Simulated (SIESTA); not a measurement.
**CsBr: band structure with LDA**

The system is CsBr.

```
Cs Br
1.0
     4.32562    0.00000    0.00000
     0.00000    4.32562    0.00000
     0.00000    0.00000    4.32562
Cs Br
1 1
Direct
  0.00000 0.00000 0.00000
  0.50000 0.50000 0.50000
```

The cell comes from a database or a generator and needn't be the stable form of this composition.

* Program: SIESTA 5.4.2
* Task: band structure
* Functional: LDA
* Potentials or basis: PseudoDojo 0.4 standard (LDA files)
* Basis: DZP (energy shift 0.003 Ry; two zetas on semicore shells; d shell added on Cs)
* Grid cutoff: 500 Ry
* Energy shift: 0.003 Ry
* k mesh: 6 × 6 × 6
* Occupations: fermi-dirac, width 0.05 eV
* Spin: no spin polarisation

- Pressure: -2.2 GPa
- Band gap on the k mesh: 4.10 eV, indirect (least direct gap 4.11 eV)
- Band gap along the path: 4.10 eV, indirect (least direct gap 4.11 eV)

Levels at the corners of the path, in eV from the valence-band top:
```
point  band 4  band 5  band 6  band 7  band 8  band 9  band 10  band 11  band 12  band 13
    Γ   -6.41   -6.41   -0.01   -0.01   -0.01    4.10     4.82     4.82     9.00     9.00
    X   -6.31   -6.31   -1.37   -0.22   -0.22    5.70     6.94     7.55     8.72     8.72
    M   -6.99   -6.25   -0.59   -0.59    0.00    5.01     5.36     7.07     7.07    10.89
    Γ   -6.41   -6.41   -0.01   -0.01   -0.01    4.10     4.82     4.82     9.00     9.00
    R   -6.81   -6.81   -1.18   -1.18   -1.18    8.12     8.12     8.12     8.96     8.96
    X   -6.31   -6.31   -1.37   -0.22   -0.22    5.70     6.94     7.55     8.72     8.72
    M   -6.99   -6.25   -0.59   -0.59    0.00    5.01     5.36     7.07     7.07    10.89
    R   -6.81   -6.81   -1.18   -1.18   -1.18    8.12     8.12     8.12     8.96     8.96
```

Run time: 25 s on 1 thread of AMD EPYC 7R43 64-Core Processor (Zen 3), with other jobs on the host, peak memory 0.27 GiB.

Caveat: spin-orbit coupling is left out, which moves the levels of the heavy elements; the basis of atomic orbitals isn't converged, which shifts pressures, moduli and gaps. As with any semilocal functional, this LDA gap is likely too small.
